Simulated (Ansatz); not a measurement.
# NaCl (Fm-3m): the cell at rest

Aim: bring NaCl (Fm-3m) to small forces and stress, as phonons need.

Calculated with Ansatz 0.2.0; DFT PBEsol, scalar-relativistic, plane waves, PAW.

The database entry behind the starting cell differs from later determinations by our own check (an axis about 0.4 % short against later determinations), so it need not match the best structure at ambient conditions.

### 1. Set-up

The structure is cubic, space group Fm-3m (No. 225). Conventional cell: a = 5.620 Å, b = 5.620 Å, c = 5.620 Å, α = 90.00°, β = 90.00°, γ = 90.00°. Na has 6 Cl at 2.81 Å nearest. Cl has 6 Na at 2.81 Å nearest. Farther neighbours and most contacts between anions are not listed.

### 2. A coarse first look

First a cheap look: the gap decides the mesh and the occupations, the pressure tells how far the cell has to move.

Input file input.yaml:

```yaml
crystal:
  lattice:
    - [0.0, 2.81, 2.81]
    - [2.81, 0.0, 2.81]
    - [2.81, 2.81, 0.0]
  atoms:
    - { symbol: Na, position: [0.0, 0.0, 0.0] }
    - { symbol: Cl, position: [0.5, 0.5, 0.5] }
kpoints:
  mp_grid: { grid: [6, 6, 6] }
hamiltonian:
  xc: pbesol
scf:
  occupations: { method: gaussian, width: 0.1 }
output:
  forces: true
  stress: true
  eigenvalues: true
```

On the command line:

```sh
$ ansatz run input.yaml --threads 4 --pin off --max-ram 7168MiB --backend cpu --events-out ev --progress --plain --runs-dir out
```

Numbers of over 12 decimals in the logs are rounded to 6 here.

Output:

```text
Engine: ansatz 0.2.0, aarch64-unknown-linux-gnu
Pseudopotentials: kind: paw
Pseudopotential: Na, paw, valence charge 9, recommended cutoff 420 eV (normal), Na.paw.azcp
Pseudopotential: Cl, paw, valence charge 7, recommended cutoff 420 eV (normal), Cl.paw.azcp
Functional definition: PBEsol
  exchange = pbesol_x
  correlation = pbesol_c
Crystal: 2 atoms, lattice volume = 44.376 Å³
[...]
--- Band table (eV; the first three rows and the last of 16) ---
  k-point 0: bands = [... 4 lower, -11.5363, 1.1291, 1.1291, 1.1291, 6.1037, 12.0355, 12.0355, 12.0355]
  k-point 1: bands = [... 4 lower, -11.4519, 0.5003, 1.0570, 1.0570, 6.9328, 11.2530, 12.3214, 12.3214]
  k-point 2: bands = [... 4 lower, -11.2754, -0.4638, 0.9197, 0.9197, 8.0239, 11.0894, 12.1490, 12.1490]
  k-point 15: bands = [... 4 lower, -11.1201, -0.3680, 0.1792, 0.3861, 9.4344, 9.8170, 11.4824, 13.0726]
[key lines of the parts left out:]
SCF converged after 7 iterations
Free energy (F): -2540.286310 eV
Fermi energy:    3.617503 eV
P = ⅓ Tr σ = -0.2419 GPa (-2.419 kbar)
```

It took 0.88 s on 4 threads of Arm Neoverse V1, shared host; peak memory 0.27 GiB.

This step gave:

- pressure: -0.2419 GPa
- gap on the k-mesh: 4.975 eV
- volume per atom: 22.19 Å³
- direct gap on mesh: 4.975 eV

The coarse mesh shows a gap of 4.97 eV and a pressure of -0.2 GPa.

### 3. Relaxation

The cell and atoms are relaxed, since residual forces and stress would shift the frequencies.

input.yaml, the sections that differ from step 2:

```yaml
kpoints:
  mp_grid: { grid: [8, 8, 8] }
scf:
  occupations: { method: gaussian, width: 0.02 }
relax:
  adjacent_minimum: "off"
  f_tol: 0.005
  max_steps: 80
  cell: { stress_tol: 0.05 }
# crystal, hamiltonian, output: as in step 2
```

Output:

```text
[...]
Crystal: 2 atoms, lattice volume = 44.376 Å³
Basis set: ecut = 420 eV, 893 PW (Γ), exchange–correlation on 54×54×54 points (8 copies of the dense FFT grid, shifted against one another)
Bands: 12, of which v1, the nominal top of the filled ones, is band 8 counted from 1 (7 counted from 0)
Symmetry: 48 space group operations
[...]
k-points: 29 of 512
[...]
SCF iter   1: F=—  HF=-2540.289201 eV  |F-HF|=—  |Δ(HF+E_count)|=         —  Δρ=2.83e-3  dr2=3.82e-3  ethr=1.77e-3  ⟨swp⟩=6.0  Hψ=2044  notcnv=0
[...]
SCF iter   6: F=-2540.286338 eV  HF=-2540.286338 eV  |F-HF|=5.03e-8  |Δ(HF+E_count)|=   2.95e-7  Δρ=1.09e-5  dr2=9.53e-8  ethr=6.25e-10  ⟨swp⟩=3.0  Hψ=1185  notcnv=0
SCF 1 converged in 6 iterations: F = -2540.286338 eV  dr2 = 9.53e-8
[...]
relax step   1: F+E_penalty+E_count = -2540.28633845 eV  Δ(F+E_penalty+E_count) = +0.000e0 eV  max|allowed force component| = 4.930e-30 eV/Å  Δτ_max = 0.0000 Å  P = -0.242 GPa  Ω = 44.376 Å³  (6 SCF iters, dr2 threshold 1.00e-7 eV, accepted)
Crystal: 2 atoms, lattice volume = 44.097 Å³
Basis set: ecut = 420 eV, 869 PW (Γ), exchange–correlation on 54×54×54 points (8 copies of the dense FFT grid, shifted against one another)
[...]
iter 1 solved again at ethr=2.84e-7 eV; its pass at ethr=3.10e-3 eV (dr2=4.54e-5 eV) is discarded
[...]
SCF iter   4: F=-2540.286628 eV  HF=-2540.286628 eV  |F-HF|=6.41e-9  |Δ(HF+E_count)|=   1.96e-7  Δρ=5.30e-6  dr2=1.82e-8  ethr=9.17e-10  ⟨swp⟩=5.0  Hψ=1530  notcnv=0
SCF 2 converged in 4 iterations: F = -2540.286628 eV  dr2 = 1.82e-8
relax step   2: F+E_penalty+E_count = -2540.28662772 eV  Δ(F+E_penalty+E_count) = -2.893e-4 eV  max|allowed force component| = 1.931e-30 eV/Å  Δτ_max = 0.0000 Å  P = -0.085 GPa  Ω = 44.097 Å³  energy of the carried Pulay correction = +3.818e-6 eV  (4 SCF iters, dr2 threshold 1.47e-7 eV, accepted)
Crystal: 2 atoms, lattice volume = 43.949 Å³
[...]
SCF iter   4: F=-2540.286668 eV  HF=-2540.286668 eV  |F-HF|=1.71e-9  |Δ(HF+E_count)|=   3.48e-8  Δρ=3.05e-6  dr2=6.08e-9  ethr=1.12e-10  ⟨swp⟩=3.0  Hψ=1347  notcnv=0
SCF 3 converged in 4 iterations: F = -2540.286668 eV  dr2 = 6.08e-9
relax step   3: F+E_penalty+E_count = -2540.28666821 eV  Δ(F+E_penalty+E_count) = -4.049e-5 eV  max|allowed force component| = 1.578e-29 eV/Å  Δτ_max = 0.0000 Å  P = +0.002 GPa  Ω = 43.949 Å³  energy of the carried Pulay correction = +5.861e-6 eV  (4 SCF iters, dr2 threshold 1.79e-8 eV, accepted)
[...]
SCF iter   1: F=—  HF=-2540.286626 eV  |F-HF|=—  |Δ(HF+E_count)|=         —  Δρ=6.04e-6  dr2=1.78e-8  ethr=4.32e-6  ⟨swp⟩=2.9  Hψ=2916  notcnv=0
eigensolver tolerance schedule: the retry pair's looser diagonalisation over-reported the residual by 38964.90 of it (diagonalisation noise at an unbounded share of the residual, at the tolerance the schedule requests for it); recorded, not acted on — ethr = c·dr2/N_el stays at c = 1.0e-1
[...]
SCF iter   2: F=—  HF=-2540.286662 eV  |F-HF|=—  |Δ(HF+E_count)|=   3.57e-5  Δρ=3.73e-6  dr2=5.53e-9  ethr=1.11e-10  ⟨swp⟩=2.6  Hψ=641  notcnv=0
[...]
SCF iter   6: F=-2540.286662 eV  HF=-2540.286662 eV  |F-HF|=1.82e-12  |Δ(HF+E_count)|=  5.91e-12  Δρ=7.02e-8  dr2=2.27e-12  ethr=1.00e-12  ⟨swp⟩=5.0  Hψ=1137  notcnv=0
SCF 4 converged in 6 iterations: F = -2540.286662 eV  dr2 = 2.27e-12
relax step   4: F+E_penalty+E_count = -2540.28666154 eV  Δ(F+E_penalty+E_count) = +6.670e-6 eV  max|allowed force component| = 2.373e-29 eV/Å  Δτ_max = 0.0000 Å  P = +0.002 GPa  Ω = 43.949 Å³  stress off target by 2.09e-3 GPa  SCF on the basis re-selected at this cell (its energy is not comparable with the rows above)  (6 SCF iters)
basis re-selected at this cell: Δ(F+E_penalty+E_count) = +6.670e-6 eV, ΔP = +0.000 GPa vs the last step (what re-selecting the basis moved, of the pressure what is left beyond the Pulay correction that the steps carried, after the strain that the cell walked since its last selection, with what the two solves' SCF thresholds leave and, on support functions, any second-order correction that the steps lacked; it is no m [...]
SCF converged after 6 iterations
Free energy (F): -2540.286662 eV
[...]
Internal energy: -2540.286662 eV  (E = F + TS)
E sigma→0 (E₀):  -2540.286662 eV
Fermi energy:    3.709128 eV
[...]
--- Stress (GPa, compression-positive) ---
        0.002090      -0.000000      -0.000000
       -0.000000       0.002090      -0.000000
       -0.000000      -0.000000       0.002090
  P = ⅓ Tr σ = 0.0021 GPa (0.021 kbar)
--- Band table (eV; the first three rows and the last of 29) ---
  k-point 0: bands = [... 4 lower, -11.4845, 1.2037, 1.2037, 1.2037, 6.2145, 12.1179, 12.1179, 12.1179]
  k-point 1: bands = [... 4 lower, -11.4339, 0.8111, 1.1602, 1.1602, 6.7265, 11.5803, 12.3141, 12.3141]
  k-point 2: bands = [... 4 lower, -11.3081, 0.0430, 1.0589, 1.0589, 7.7007, 11.0614, 12.4223, 12.4223]
  k-point 28: bands = [... 4 lower, -11.0520, -0.0551, -0.0551, 0.4078, 9.9994, 10.7474, 10.7474, 12.4770]
--- Relaxed structure (3 steps of the walk, 3 accepted, 1 SCFs on fresh bases) ---
  F+E_penalty+E_count = -2540.28666154 eV   max|allowed force component| = 2.373e-29 eV/Å   (the final SCF, on the basis selected at the relaxed cell)
  cell:  # Å, volume = 43.9488 Å³
    - [0, 2.800952, 2.800952]
    - [2.800952, 0, 2.800952]
    - [2.800952, 2.800952, 0]
  atoms:
    - { symbol: Na, position: [0, 0, 0] }
    - { symbol: Cl, position: [0.500000, 0.500000, 0.500000] }
```

Run time: 1.5 s. Hardware: 4 threads; peak memory 0.3 GiB; 4.7 s of CPU time.

The steps of the relaxation:

```
step  energy less that of the first step (eV)  largest force component (eV/Å)  pressure (GPa)  volume (Å³)
   1                                   0.0000                          0.0000           -0.24        44.38
   2                                  -0.0003                          0.0000           -0.08        44.10
   3                                  -0.0003                          0.0000            0.00        43.95
  4*                                  -0.0003                          0.0000            0.00        43.95
```

Relaxation steps marked * repeat the geometry before them on a plane-wave basis chosen anew for their cell, so energy and pressure can jump there.

Forces are held to the 48 operations that the run works with; a distortion that breaks them can't arise in this run.

```
conventional cell, symmetrised  before  after  change
                         a (Å)   5.620  5.602  -0.3 %
                         b (Å)   5.620  5.602  -0.3 %
                         c (Å)   5.620  5.602  -0.3 %
              volume (Å³/atom)   22.19  21.97  -1.0 %
```

The relaxed structure:

```xyz
2
Lattice="0.0000 2.8010 2.8010 2.8010 0.0000 2.8010 2.8010 2.8010 0.0000" Properties=species:S:1:pos:R:3 pbc="T T T"
Na    0.0000    0.0000    0.0000
Cl    2.8010    2.8010    2.8010
```

Numbers from this step:

- pressure: 0.002090 GPa
- gap on the k-mesh: 5.011 eV
- volume per atom: 21.97 Å³
- direct gap on mesh: 5.011 eV

In this step the volume went from 22.19 to 21.97 Å³/atom.

### 4. Tight relaxation

Phonons need a cell at rest on their own settings, so the relaxation is repeated with tight tolerances on forces and stress, using the mesh and the filling of the phonon run that follows.

input.yaml, the sections that differ from step 3:

```yaml
crystal:
  lattice:
    - [0.0, 2.8009522132, 2.8009522132]
    - [2.8009522132, 0.0, 2.8009522132]
    - [2.8009522132, 2.8009522132, 0.0]
  atoms:
    - { symbol: Na, position: [0.0, 0.0, 0.0] }
    - { symbol: Cl, position: [0.5, 0.5, 0.5] }
scf:
  occupations: { method: fixed }
relax:
  adjacent_minimum: "off"
  f_tol: 0.001
  max_steps: 60
  cell: { stress_tol: 0.01 }
# kpoints, hamiltonian, output: as in step 3
```

Output:

```text
[...]
Crystal: 2 atoms, lattice volume = 43.949 Å³
Basis set: ecut = 420 eV, 869 PW (Γ), exchange–correlation on 54×54×54 points (8 copies of the dense FFT grid, shifted against one another)
Bands: 12, of which v1, the nominal top of the filled ones, is band 8 counted from 1 (7 counted from 0)
[... 1 set-up line as in the run before ...]
[...]
k-points: 29 of 512
[...]
k-point 28: bands = [... 4 lower, -11.0520, -0.0551, -0.0551, 0.4078, 9.9994, 10.7474, 10.7474, 12.4770]
--- Relaxed structure (1 steps of the walk, 1 accepted, 1 SCFs on fresh bases) ---
[...]
cell:  # Å, volume = 43.9488 Å³
    - [0.0, 2.8009522132, 2.8009522132]
    - [2.8009522132, 0.0, 2.8009522132]
    - [2.8009522132, 2.8009522132, 0.0]
  atoms:
    - { symbol: Na, position: [0.0, 0.0, 0.0] }
    - { symbol: Cl, position: [0.5, 0.5, 0.5] }
[key lines of the parts left out:]
SCF converged after 7 iterations
Free energy (F): -2540.286662 eV
Fermi energy:    1.203673 eV
P = ⅓ Tr σ = 0.0021 GPa (0.021 kbar)
```

Run time: 0.89 s. Hardware: 4 threads; peak memory 0.29 GiB; 2.7 s of CPU time.

Little changed from the start: no atom moved by 0.005 Å and no cell edge by 0.1 %.

This step gave:

* pressure: 0.002092 GPa

The forces vanish by symmetry and the pressure is 0.002 GPa, within the tolerances set. The cell now holds 21.97 Å³/atom.

### 5. Results

```yaml
space_group_after_relaxation_within_0p01_a: Fm-3m
lattice_constant_a: 5.602 Å
lattice_constant_b: 5.602 Å
lattice_constant_c: 5.602 Å
volume_per_atom: 22.0 Å³
gap_on_the_k_mesh: 5.01 eV
```

**Reading.** The forces vanish by symmetry and the pressure is 0.002 GPa, within the tolerances set. The cell now holds 21.97 Å³/atom. The relaxation keeps the symmetry of its start, so it says nothing on stability against lower symmetry.

[Logs are printed without paths, hosts, clocks, repeated set-up lines and the standing remarks that a program may print on its own settings, such as how far it seeks lower states.]

[Hosts, paths, dates, database ids (printed as entryN), source tags and the programs' standing remarks are cut or masked in the printed files.]
